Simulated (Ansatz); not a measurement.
# Property card for Ti₃Al

These are results of DFT PBE, scalar-relativistic, plane waves, PAW in Ansatz, not measurements.

Settings: cutoff 420 eV, Γ-centred mesh 12×12×12 on the computed 4-atom cell, Gaussian smearing of 0.10 eV; collinear spin from starting moments 0.27 0.27 1.13 0 μB.

The structure is relaxed at this level of theory with its symmetry kept. Whether it is the stable form of this composition wasn't checked.

```xyz
4
Lattice="0.0000 3.2306 3.2306 3.2306 0.0000 3.2306 3.2306 3.2306 0.0000" Properties=species:S:1:pos:R:3 pbc="T T T"
Ti    4.8459    4.8459    4.8459
Ti    1.6153    1.6153    1.6153
Ti    0.0000    0.0000    0.0000
Al    3.2306    3.2306    3.2306
```

- Space group: Fm-3m (No. 225)
- Volume per atom: 16.86 Å³
- Formation energy from the elements' standard states (uncorrected): -0.159 eV/atom
- Kohn–Sham band gap: none (metal)
- Density of states at the Fermi level: 4.37 states/eV per cell
- Löwdin character within 0.5 eV of the Fermi level: Ti 3d 87 %, unprojected 5 %
- Bulk modulus: 108 GPa
- Its pressure derivative: 3.8
- Bader charges (e): Ti (2 in the cell) 0.48, Ti (1 in the cell) 0.20, Al (1 in the cell) -1.16
- Total moment: 1.97 μB per cell
- Site moments (μB; atoms counted from 1 over the whole cell): Ti (atom 1) 0.25, Ti (atom 2) 0.25, Ti (atom 3) 1.03

Only this magnetic start was tried.